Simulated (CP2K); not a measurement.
Write the native input for CP2K 2026.2 that does the following.

```yaml
Task: band structure
Functional: TB-mBJ
Potentials_or_basis: POTENTIAL_UZH Te GTH-PBE-q6, Cd GTH-PBE-q12; TZVP-MOLOPT-PBE-GTH basis
Density_cutoff: 9184 eV
k_mesh: 7 × 7 × 7
Occupations: fermi-dirac, width 0.05 eV
Spin: no spin polarisation
SCF_solver: diagonalisation with k points
Quickstep_method: GPW
EPS_DEFAULT: 1.0E-10
EPS_SCF: 1.0E-6
MAX_SCF: 100
SCF_GUESS: ATOMIC
k_points_reduced_by_the_point_group: yes
Mesh_centred_on_Gamma: yes
CHOLESKY: OFF
EPS_EIGVAL: 1.0E-7
MIXING_METHOD: BROYDEN_MIXING
MIXING_ALPHA: 0.4
NBUFFER: 8
NGRIDS: 5
Basis_sets: Te TZVP-MOLOPT-PBE-GTH-q6, Cd TZVP-MOLOPT-PBE-GTH-q12
Potentials: Te GTH-PBE-q6 of POTENTIAL_UZH, Cd GTH-PBE-q12 of POTENTIAL_UZH
ADDED_MOS: "[10]"
Points_a_segment_of_the_path_NPOINTS: 8
Bands_added_on_the_path: 4
REL_CUTOFF_Ry: 60 Ry
MIXING_BETA_1/bohr: 1.5 1/bohr
CUTOFF_of_the_grids: 675 Ry
```

Crystal: CdTe.

```
Te Cd
1.0
     4.53255    0.00000    0.00000
     2.26628    3.92531    0.00000
     2.26628    1.30844    3.70082
Te Cd
1 1
Direct
  0.75000 0.75000 0.75000
  0.00000 0.00000 0.00000
```

These files were run (other wordings do the same):

cdte_bands.inp

```
&GLOBAL
  PROJECT cdte_bands
  RUN_TYPE ENERGY
  PRINT_LEVEL LOW
&END GLOBAL
&FORCE_EVAL
  METHOD QS
  &DFT
    BASIS_SET_FILE_NAME BASIS_MOLOPT_UZH
    POTENTIAL_FILE_NAME POTENTIAL_UZH
    &MGRID
      CUTOFF 675
      REL_CUTOFF 60
      NGRIDS 5
    &END MGRID
    &QS
      METHOD GPW
      EPS_DEFAULT 1.0E-10
    &END QS
    &KPOINTS
      SCHEME MONKHORST-PACK 7 7 7
      GAMMA_CENTERED T
      SYMMETRY T
      SYMMETRY_BACKEND SPGLIB
    &END KPOINTS
    &SCF
      SCF_GUESS ATOMIC
      EPS_SCF 1.0E-6
      MAX_SCF 100
      ADDED_MOS 10
      CHOLESKY OFF
      EPS_EIGVAL 1.0E-7
      &DIAGONALIZATION ON
        ALGORITHM STANDARD
      &END DIAGONALIZATION
      &MIXING ON
        METHOD BROYDEN_MIXING
        ALPHA 0.4
        BETA 1.5
        NBUFFER 8
      &END MIXING
      &SMEAR ON
        METHOD FERMI_DIRAC
        ELECTRONIC_TEMPERATURE [K] 580.226
      &END SMEAR
    &END SCF
    &XC
      &XC_FUNCTIONAL
        &MGGA_X_TB09
        &END MGGA_X_TB09
        &LDA_C_PW
        &END LDA_C_PW
      &END XC_FUNCTIONAL
    &END XC
    &PRINT
      &KPOINTS ON
      &END KPOINTS
      &MULLIKEN ON
      &END MULLIKEN
      &MO ON
        ENERGIES T
        OCCUPATION_NUMBERS T
        &EACH
          QS_SCF 0
        &END EACH
        ADD_LAST NUMERIC
      &END MO
      &BAND_STRUCTURE
        FILE_NAME bands.bs
        ADDED_MOS 4
        &KPOINT_SET
          UNITS B_VECTOR
          NPOINTS 8
          SPECIAL_POINT GAMMA 0.00000000 0.00000000 0.00000000
          SPECIAL_POINT X 0.50000000 0.00000000 0.50000000
          SPECIAL_POINT W 0.50000000 0.25000000 0.75000000
          SPECIAL_POINT K 0.37500000 0.37500000 0.75000000
          SPECIAL_POINT GAMMA 0.00000000 0.00000000 0.00000000
          SPECIAL_POINT L 0.50000000 0.50000000 0.50000000
          SPECIAL_POINT U 0.62500000 0.25000000 0.62500000
          SPECIAL_POINT W 0.50000000 0.25000000 0.75000000
          SPECIAL_POINT L 0.50000000 0.50000000 0.50000000
          SPECIAL_POINT K 0.37500000 0.37500000 0.75000000
        &END KPOINT_SET
        &KPOINT_SET
          UNITS B_VECTOR
          NPOINTS 8
          SPECIAL_POINT U 0.62500000 0.25000000 0.62500000
          SPECIAL_POINT X 0.50000000 0.00000000 0.50000000
        &END KPOINT_SET
      &END BAND_STRUCTURE
    &END PRINT
  &END DFT
  &SUBSYS
    &CELL
      A 4.5325544674 0.0000000000 0.0000000000
      B 2.2662772337 3.9253073128 0.0000000000
      C 2.2662772337 1.3084357709 3.7008152255
      PERIODIC XYZ
    &END CELL
    &COORD
      SCALED
      Te  0.7500000000 0.7500000000 0.7500000000
      Cd  0.0000000000 0.0000000000 0.0000000000
    &END COORD
    &KIND Te
      BASIS_SET TZVP-MOLOPT-PBE-GTH-q6
      POTENTIAL GTH-PBE-q6
    &END KIND
    &KIND Cd
      BASIS_SET TZVP-MOLOPT-PBE-GTH-q12
      POTENTIAL GTH-PBE-q12
    &END KIND
    &PRINT
      &ATOMIC_COORDINATES ON
      &END ATOMIC_COORDINATES
      &CELL ON
      &END CELL
    &END PRINT
  &END SUBSYS
  &PRINT
    &FORCES ON
    &END FORCES
  &END PRINT
&END FORCE_EVAL
```

Potentials or basis: POTENTIAL_UZH Te GTH-PBE-q6, Cd GTH-PBE-q12; TZVP-MOLOPT-PBE-GTH basis.

Launch:

```console
$ OMP_NUM_THREADS=2 cp2k.psmp -i cdte_bands.inp -o cdte_bands.out
```

It gave:

| Property | Result |
| --- | --- |
| Band gap on the k mesh | 0.67 eV, direct |
| Band gap along the path | 0.67 eV, direct |
| Mulliken charges | Te -0.80; Cd +0.80 e |

Caveat: Mulliken charges move with the basis; this is a model potential without an energy functional, so only levels have meaning; spin-orbit coupling is left out, which moves the levels of the heavy elements; the basis of atomic orbitals isn't converged, which shifts pressures, moduli and gaps.

It took 47 s on 2 threads of Arm Neoverse V1, with other jobs on the host, peak memory 0.43 GiB.
